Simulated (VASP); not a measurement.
# Ti (P6_3/mmc) in VASP: notebook

One crystal, Ti, is run at these levels: PBE; tasks: relaxation of cell and atoms.

Everything below comes from runs of VASP 6.6.1. Logs are shortened: lines on timing, memory, paths and dates and some standing lists are left out, and cuts for length are marked.

### Step 1. The crystal as given

Symmetry: P6_3/mmc, No. 194, hexagonal system. The conventional cell has a = 2.950 Å, b = 2.950 Å, c = 4.680 Å, α = 90.00°, β = 90.00°, γ = 120.00°. Ti (site symmetry -6m2) is surrounded by 12 Ti at 2.89 to 2.95 Å.

### Step 2. Relaxation of cell and atoms, PBE

INCAR reads:

```
PREC = Accurate
ENCUT = 520
EDIFF = 1E-7
ISMEAR = 0
SIGMA = 0.1
LREAL = False
LASPH = True
NELM = 60
ALGO = Normal
ISIF = 3
LWAVE = False
LCHARG = False
GGA = PE
IBRION = 2
NSW = 80
EDIFFG = -0.002
AMIX = 0.2
```

KPOINTS reads:

```
regular mesh
0
Gamma
  18 18 10
```

POSCAR reads:

```
Ti
1.0
    2.9500000000      0.0000000000      0.0000000000
   -1.4750000000      2.5547749400      0.0000000000
    0.0000000000      0.0000000000      4.6800000000
Ti
2
Direct
    0.3333333300      0.6666666700      0.2500000000
    0.6666666700      0.3333333300      0.7500000000
```

Potentials or basis: VASP PAW PBE potentials, release 64 (Ti_sv).

Run with:

```sh
> cat potpaw_PBE.64/Ti_sv/POTCAR > POTCAR
> mpirun -np 1 vasp_std > vasp.out
```

OUTCAR:

```text
PREC = Accurate
   ENCUT = 520
   EDIFF = 1E-7
   ISMEAR = 0
   LREAL = False
   LASPH = True
   NELM = 60
   ISIF = 3
   GGA = PE
   IBRION = 2
   NSW = 80
   EDIFFG = -0.002
   AMIX = 0.2

 ion  position               nearest neighbor table
   1  0.333  0.667  0.250-   2 2.89   2 2.89   2 2.89   2 2.89   2 2.89   2 2.89
   2  0.667  0.333  0.750-   1 2.89   1 2.89   1 2.89   1 2.89   1 2.89   1 2.89

  LATTYP: Found a hexagonal cell.
 ALAT       =     2.9500000000
 C/A-ratio  =     1.5864406780

  Lattice vectors:

 A1 = (   2.9500000000,   0.0000000000,   0.0000000000)
 A2 = (  -1.4750000000,   2.5547749400,   0.0000000000)
 A3 = (   0.0000000000,   0.0000000000,   4.6800000000)

Analysis of symmetry for initial positions (statically):
=====================================================================
 Subroutine PRICEL returns:
 Original cell was already a primitive cell.

 Routine SETGRP: Setting up the symmetry group for a
 hexagonal supercell.

 Subroutine GETGRP returns: Found 24 space group operations
 (whereof 12 operations were pure point group operations)
 out of a pool of 24 trial point group operations.

The static configuration has the point symmetry D_3d.
 The point group associated with its full space group is D_6h.

Analysis of symmetry for dynamics (positions and initial velocities):
=====================================================================
 Subroutine PRICEL returns:
 Original cell was already a primitive cell.

 Routine SETGRP: Setting up the symmetry group for a
 hexagonal supercell.

 Subroutine GETGRP returns: Found 24 space group operations
 (whereof 12 operations were pure point group operations)
 out of a pool of 24 trial point group operations.

The dynamic configuration has the point symmetry D_3d.
 The point group associated with its full space group is D_6h.

 Subroutine INISYM returns: Found 24 space group operations
 (whereof 12 operations are pure point group operations),
 and found     1 'primitive' translations

----------------------------------------------------------------------------------------

                                     Primitive cell

  volume of cell :      35.2712

  direct lattice vectors                    reciprocal lattice vectors
     2.950000000  0.000000000  0.000000000     0.338983051  0.195711956  0.000000000
    -1.475000000  2.554774940  0.000000000     0.000000000  0.391423911  0.000000000
     0.000000000  0.000000000  4.680000000     0.000000000  0.000000000  0.213675214

  length of vectors
     2.950000000  2.949999999  4.680000000     0.391423911  0.391423911  0.213675214

  position of ions in fractional coordinates (direct lattice)
     0.333333330  0.666666670  0.250000000
     0.666666670  0.333333330  0.750000000

  ion indices of the primitive-cell ions
   primitive index   ion index
                 1           1
                 2           2

----------------------------------------------------------------------------------------

 KPOINTS: regular mesh

Automatic generation of k-mesh.
 Grid dimensions read from file:
 generate k-points for:   18   18   10

 Generating k-lattice:

  Cartesian coordinates                     Fractional coordinates (reciprocal lattice)
     0.018832392  0.010872886  0.000000000     0.055555556  0.000000000  0.000000000
     0.000000000  0.021745773  0.000000000     0.000000000  0.055555556  0.000000000
     0.000000000  0.000000000  0.021367521     0.000000000  0.000000000  0.100000000

  Length of vectors
     0.021745773  0.021745773  0.021367521

  Shift w.r.t. Gamma in fractional coordinates (k-lattice)
     0.000000000  0.000000000  0.000000000

 Subroutine IBZKPT returns following result:
 ===========================================

 Found    222 irreducible k-points:

 Following reciprocal coordinates:
            Coordinates               Weight
  0.000000  0.000000  0.000000      1.000000
  0.055556 -0.000000  0.000000      6.000000
  0.111111 -0.000000  0.000000      6.000000
  0.166667  0.000000  0.000000      6.000000
  0.222222 -0.000000  0.000000      6.000000
  0.277778  0.000000  0.000000      6.000000
[... 16 lines left out ...]
  0.333333  0.111111  0.000000     12.000000
  0.388889  0.111111  0.000000     12.000000
 [... further k-points ...]
   k-points           NKPTS =    222   k-points in BZ     NKDIM =    222   number of bands    NBANDS=     16
   number of dos      NEDOS =    301   number of ions     NIONS =      2
   total plane-waves  NPLWV =  20736
   dimension x,y,z NGX =    24 NGY =   24 NGZ =   36
   dimension x,y,z NGXF=    48 NGYF=   48 NGZF=   72
   ions per type =               2
   NGX,Y,Z   is equivalent  to a cutoff of  13.53, 13.53, 12.79 a.u.
   NGXF,Y,Z  is equivalent  to a cutoff of  27.05, 27.05, 25.58 a.u.
 SYSTEM =  unknown system
   PREC   = accura    normal or accurate (medium, high low for compatibility)
   ISTART =      0    job   : 0-new  1-cont  2-samecut
   ICHARG =      2    charge: 1-file 2-atom 10-const
   ISPIN  =      1    spin polarized calculation?
   LNONCOLLINEAR =      F non collinear calculations
   LSORBIT =      F    spin-orbit coupling
   LASPH  =      T    aspherical Exc in radial PAW
   ENCUT  =  520.0 eV  38.22 Ry    6.18 a.u.   5.49  5.49  8.70*2*pi/ulx,y,z
   NELM   =     60;   NELMIN=  2; NELMDL= -5     # of ELM steps
   EDIFF  = 0.1E-06   stopping-criterion for ELM
   LREAL  =      F    real-space projection
   EDIFFG = -.2E-02   stopping-criterion for IOM
   NSW    =     80    number of steps for IOM
   IBRION =      2    ionic relax: 0-MD 1-quasi-New 2-CG
   NFREE  =      1    steps in history (QN), initial steepest desc. (CG)
   ISIF   =      3    stress and relaxation
   ISYM   =      2    0-nonsym 1-usesym 2-fastsym
   POTIM  = 0.5000    time-step for ionic-motion
   TEBEG  =    0.0;   TEEND  =   0.0 temperature during run
   PSTRESS=    0.0 pullay stress
   NELECT =      24.0000    total number of electrons
   NUPDOWN=      -1.0000    fix difference up-down
   EMIN   =  10.00;   EMAX   =-10.00  energy-range for DOS
   EFERMI =   0.00;   METHOD = LEGACY
   ISMEAR =     0;   SIGMA  =   0.10  broadening in eV -4-tet -1-fermi 0-gaus
   EFERMI_NEDOS =   21; number of points for ismear=-14 and -15
   IALGO  =     38    algorithm
   IMIX   =      4    mixing-type and parameters
     AMIX     =   0.20;   BMIX     =  1.00
     AMIX_MAG =   0.80;   BMIX_MAG =  1.00
  volume/ion in A,a.u.               =      17.64       119.01
  Fermi-wavevector in a.u.,A,eV,Ry     =   1.439920  2.721055 28.209912  2.073370
  Thomas-Fermi vector in A             =   2.558722
   LORBIT       =      0    0 simple, 1 ext, 2 COOP (PROOUT), +10 PAW based schemes
   GGA     = PE    functional components
   LHFCALC =     F    Hartree Fock is set to
   AEXX    =    0.0000 exact exchange contribution
   IVDW    =     0    specifies the selected vdW correction
   LEPSILON=     F    determine dielectric tensor
   LRPA    =     F    only Hartree local field effects (RPA)
 conjugate gradient relaxation of ions
 non-spin polarized calculation
 Gauss-broadening in eV      SIGMA  =   0.10
  energy-cutoff  :      520.00
  volume of cell :       35.27
 maximum number of plane-waves:       976
 NGX is ok and might be reduce to    24
   NGX = 11   NGY = 11   NGZ = 17

--------------------------------------- Ionic step        1  -------------------------------------------

 number of electron      24.0000002 magnetization

 Free energy of the ion-electron system (eV)
  ---------------------------------------------------
  ext. energy  EPLUGINS =         0.00000000
  ---------------------------------------------------
  free energy    TOTEN  =       -15.67417468 eV

  energy without entropy =      -15.66454443  energy(sigma->0) =      -15.66935955

------------------------ aborting loop because EDIFF is reached ----------------------------------------

  FORCE on cell =-STRESS in cart. coord.  units (eV):
  Direction    XX          YY          ZZ          XY          YZ          ZX
  --------------------------------------------------------------------------------------
  -------------------------------------------------------------------------------------
  Total       -0.3675264     -0.3675264     -0.4467259      0.0000000      0.0000000      0.0000000
  in kB      -16.6947000    -16.6947000    -20.2922967      0.0000000      0.0000000      0.0000000
  external PRESSURE =     -17.8938989 kB  Pullay stress =       0.0000000 kB

 VOLUME and BASIS-vectors are now :
 -----------------------------------------------------------------------------
  energy-cutoff  :      520.00
  volume of cell :       35.27
      direct lattice vectors                 reciprocal lattice vectors
     2.950000000  0.000000000  0.000000000     0.338983051  0.195711956  0.000000000
    -1.475000000  2.554774940  0.000000000     0.000000000  0.391423911  0.000000000
     0.000000000  0.000000000  4.680000000     0.000000000  0.000000000  0.213675214
[... 181 lines left out ...]
 POSITION                                       TOTAL-FORCE (eV/Angst)
 -----------------------------------------------------------------------------------
     -0.00000      1.69557      1.16166        -0.000000      0.000000      0.000000
      1.46841      0.84778      3.48497         0.000000     -0.000000      0.000000
 -----------------------------------------------------------------------------------
    total drift:                               -0.000009      0.000005     -0.000000

  FREE ENERGIE OF THE ION-ELECTRON SYSTEM (eV)
  ---------------------------------------------------
  free  energy   TOTEN  =       -15.6775053605 eV

  energy  without entropy=      -15.6681124907  energy(sigma->0) =      -15.67280893

--------------------------------------- Ionic step        7  -------------------------------------------

 number of electron      24.0000002 magnetization

 Free energy of the ion-electron system (eV)
  ---------------------------------------------------
  ext. energy  EPLUGINS =         0.00000000
  ---------------------------------------------------
  free energy    TOTEN  =       -15.67750675 eV

  energy without entropy =      -15.66811754  energy(sigma->0) =      -15.67281215

 E-fermi :   8.3590     XC(G=0): -11.5030

 val. band max:        8.3483930367   @ k =   0.1667   0.0000   0.1000
 cond. band min:       8.3748928725   @ k =   0.0556  -0.0000   0.5000
 fundamental gap:      0.0264998358
 Fermi energy:         8.3590225999

 k-point     1 :       0.0000    0.0000    0.0000
  band No.  band energies     occupation
      1     -48.5112      2.00000
      2     -48.3734      2.00000
      3     -25.1019      2.00000
      4     -24.4555      2.00000
      5     -24.4555      2.00000
      6     -24.3899      2.00000
[... 8 lines left out ...]
     15       9.6228      0.00000
     16       9.6228      0.00000
[... 419 lines left out ...]
 k-point    24 :       0.3889    0.1111    0.0000
  band No.  band energies     occupation
      1     -48.3937      2.00000
      2     -48.3485      2.00000
      3     -24.8981      2.00000
      4     -24.7958      2.00000
      5     -24.7799      2.00000
      6     -24.6214      2.00000
[... 8 lines left out ...]
     15       9.5197      0.00000
     16      11.4589      0.00000

 [... further k-points ...]

------------------------ aborting loop because EDIFF is reached ----------------------------------------

  FORCE on cell =-STRESS in cart. coord.  units (eV):
  Direction    XX          YY          ZZ          XY          YZ          ZX
  --------------------------------------------------------------------------------------
  -------------------------------------------------------------------------------------
  Total       -0.0031342     -0.0031342     -0.0030230     -0.0000000      0.0000000      0.0000000
  in kB       -0.1447261     -0.1447261     -0.1395909     -0.0000000      0.0000000      0.0000000
  external PRESSURE =      -0.1430144 kB  Pullay stress =       0.0000000 kB

 VOLUME and BASIS-vectors are now :
 -----------------------------------------------------------------------------
  energy-cutoff  :      520.00
  volume of cell :       34.70
      direct lattice vectors                 reciprocal lattice vectors
     2.936521664  0.000000000 -0.000000000     0.340538949  0.196610254  0.000000000
    -1.468260832  2.543102358 -0.000000000    -0.000000000  0.393220508  0.000000000
     0.000000000 -0.000000000  4.646088303    -0.000000000  0.000000000  0.215234824

 POSITION                                       TOTAL-FORCE (eV/Angst)
 -----------------------------------------------------------------------------------
     -0.00000      1.69540      1.16152        -0.000000      0.000000      0.000000
      1.46826      0.84770      3.48457         0.000000     -0.000000      0.000000
 -----------------------------------------------------------------------------------
    total drift:                               -0.000009      0.000005     -0.000000

  FREE ENERGIE OF THE ION-ELECTRON SYSTEM (eV)
  ---------------------------------------------------
  free  energy   TOTEN  =       -15.6775067546 eV

  energy  without entropy=      -15.6681175369  energy(sigma->0) =      -15.67281215

 reached required accuracy - stopping structural energy minimisation
```

Wall time 6 min (1 thread of Intel Xeon Platinum 8488C (Sapphire Rapids), shared host); peak memory 0.24 GiB.

What came out:

```yaml
Free_energy: -15.6775 eV
Relaxed_volume: 17.35 Å³/atom
Relaxed_cell: a = 2.937 Å, b = 2.937 Å, c = 4.646 Å, α = 90.00°, β = 90.00°, γ = 120.00°
Space_group_after_relaxing_to_0.05_Å: P6_3/mmc (No. 194)
Energy_gained_by_relaxing: 1.7 meV/atom
Ionic_steps: 7
Pressure_after_relaxing: 0.0 GPa
Band_gap_on_the_k_mesh: none (metal or under the smearing width)
```

Step by step:
| step | energy change (eV) | largest force (eV/Å) | pressure (GPa) | volume (Å³) |
| --- | --- | --- | --- | --- |
| 1 | 0.0000 | 0.0000 | -1.79 | 35.27 |
| 2 | -0.0015 | 0.0000 | 1.39 | 34.28 |
| 3 | -0.0033 | 0.0000 | 0.03 | 34.69 |
| 4 | -0.0033 | 0.0000 | -0.01 | 34.70 |
| 5 | -0.0033 | 0.0000 | -0.01 | 34.71 |
| 6 | -0.0033 | 0.0000 | -0.02 | 34.71 |
| 7 | -0.0033 | 0.0000 | -0.01 | 34.70 |

Final structure:
```yaml
crystal:
  lattice:
    - [2.93652, 0.00000, 0.00000]
    - [-1.46826, 2.54310, 0.00000]
    - [0.00000, 0.00000, 4.64609]
  atoms:
    - { symbol: Ti, position: [0.33333, 0.66667, 0.25000] }
    - { symbol: Ti, position: [0.66667, 0.33333, 0.75000] }
```

### Step 3. Relaxation of cell and atoms, PBE

This run uses another cell than the first one, of 17.35 Å³/atom, 0.984 times its volume.

INCAR is that of step 2.

KPOINTS is that of step 2.

POSCAR reads:

```
Ti                                      
1.0
    2.9365216636      0.0000000000     -0.0000000000
   -1.4682608318      2.5431023583     -0.0000000000
    0.0000000000     -0.0000000000      4.6460883035
  Ti            
     2
Direct
     0.3333333300000021    0.6666666699999979    0.2500000000000000
     0.6666666699999979    0.3333333300000021    0.7500000000000000
```

Potentials or basis: VASP PAW PBE potentials, release 64 (Ti_sv).

Run with:

```sh
> cat potpaw_PBE.64/Ti_sv/POTCAR > POTCAR
> mpirun -np 1 vasp_std > vasp.out
```

Wall time 81 s (1 thread of Intel Xeon Platinum 8488C (Sapphire Rapids), shared host); peak memory 0.23 GiB.

It converged, with:

| Quantity | Value |
| --- | --- |
| Free energy | -15.6773 eV |
| Pressure after relaxing | 0.0 GPa |
| Band gap on the k mesh | none (metal or under the smearing width) |

Final structure:
```xyz
2
Lattice="2.9365 0.0000 0.0000 -1.4683 2.5431 0.0000 0.0000 0.0000 4.6461" Properties=species:S:1:pos:R:3 pbc="T T T"
Ti    0.0000    1.6954    1.1615
Ti    1.4683    0.8477    3.4846
```

Levels at points of the mesh, in eV from the Fermi level:
```
           k point  band 9  band 10  band 11  band 12  band 13  band 14  band 15  band 16
(0.00, 0.00, 0.00)   -6.22    -2.70     0.76     0.76     0.77     0.88     1.26     1.26
(0.50, 0.00, 0.00)   -2.36    -2.17    -1.86    -0.64     0.47     0.62     1.17     3.33
(0.00, 0.00, 0.50)   -4.36    -4.36     0.08     0.08     0.67     0.67     0.67     0.67
(0.50, 0.00, 0.50)   -2.56    -2.56    -0.82    -0.82     1.32     1.32     1.72     1.72
```

Caveat: the relaxation stopped at its first step, so nothing moved.
